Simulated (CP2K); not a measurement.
**ZrB2 in CP2K: convergence with cutoff ry**

ZrB2:

```xyz
3
Lattice="3.1700 0.0000 0.0000 -1.5850 2.7453 0.0000 0.0000 0.0000 3.5330" Properties=species:S:1:pos:R:3 pbc="T T T"
Zr    0.0000    0.0000    0.0000
B     1.5850    0.9151    1.7665
B     0.0000    1.8302    1.7665
```

```yaml
Program: CP2K 2026.2
Task: single point
Functional: PBEsol
Potentials_or_basis: POTENTIAL_UZH Zr GTH-PBE-q12, B GTH-PBE-q3; DZVP-MOLOPT-PBE-GTH basis
Density_cutoff: 1225 eV
k_mesh: 7 × 7 × 6
Occupations: fermi-dirac, width 0.01 eV
Spin: no spin polarisation
```

These are the settings of the first run; the series varies cutoff ry, with any setting tied to it.

Hardware: 1 thread of Arm Neoverse V2, with other jobs on the host.

```
cutoff ry  energy less the tightest run, at zero smearing (meV/atom)  pressure (GPa)  SCF cycles  CPU time (s)  peak memory (GiB)
    90 Ry                                                      -0.81           -1.34          13            58               0.25
   140 Ry                                                      -0.36           -1.32          13            57               0.25
   190 Ry                                                      -0.22           -1.36          18            70               0.26
   250 Ry                                                      -0.02           -1.36          13            63               0.27
   320 Ry                                                      -0.01           -1.36          13            60               0.28
   380 Ry                                                       0.00           -1.36          13            60               0.29
   450 Ry                                                       0.00           -1.36          13            59                0.3
   560 Ry                                                       0.00           -1.36          13            56               0.31
   720 Ry                                                       0.00           -1.36          13            59               0.35
```

Against the tightest run, the energy stays within 1 meV/atom from 90 Ry on; the pressure stays within 0.1 GPa from 90 Ry on. The tightest run that finished is the yardstick and may itself not be fully converged.

Caveat, for the tightest run too: the potentials were made for another functional, which shifts forces and pressure; the basis of atomic orbitals isn't converged, which shifts pressures, moduli and gaps.
